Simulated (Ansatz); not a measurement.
Tetradymite Sb2Te3 was calculated with PBE-D4 in Ansatz (plane waves, PAW).

Numerical settings: plane-wave cutoff 520 eV, 10×10×10 k mesh, Fermi–Dirac smearing 0.01 eV, scalar-relativistic PAW data made under PBE.

Shape and atoms are relaxed at each volume.

Pressure at four volumes; x = ln(V/31.449 Å³). One pressure is withheld.

```
V (Å³/atom)        x  P (GPa)
-----------  -------  -------
30.191       -0.0408        ?
30.820       -0.0202    0.893
31.449        0.0000    0.006
32.707        0.0392   -1.299
```

**Question.** Pass a parabola P(x) through the three rows shown, estimate the bulk modulus and its pressure derivative near zero pressure, and predict the withheld pressure.

**Answer.** Slopes between the rows: (0.006 − (0.893))/(0.0000 − (-0.0202)) = -43.91 and (-1.299 − (0.006))/(0.0392 − (0.0000)) = -33.29 GPa. Their difference over the span 0.0594 is c = 10.62/0.0594 = 178.8 GPa, so P(x) = 0.893 + (-43.91)(x − (-0.0202)) + 178.8 (x − (-0.0202))(x − (0.0000)). At the middle row B = −dP/dx = −[-43.91 + 178.8 × 0.0202] = 40.3 GPa, and B′ = dB/dP = 2c/B = 8.9. At x = -0.0408 the parabola gives 1.948 GPa; the run gives 1.930 GPa. The Birch–Murnaghan fit to the energies at all volumes has B0 = 39.9 GPa and B′ = 8.8.

Measured, for comparison: bulk modulus 36.1 ± 0.9 GPa (temperature not stated, no zero-point or thermal correction; as tabulated in Sans et al. (2019), arXiv:1907.08317). Computed (rounded) less measured: bulk modulus +11 %.

Note: the bulk modulus comes from volumes at which shape and atoms were relaxed.

Spin–orbit coupling is not included.

Ansatz is an electronic-structure program.
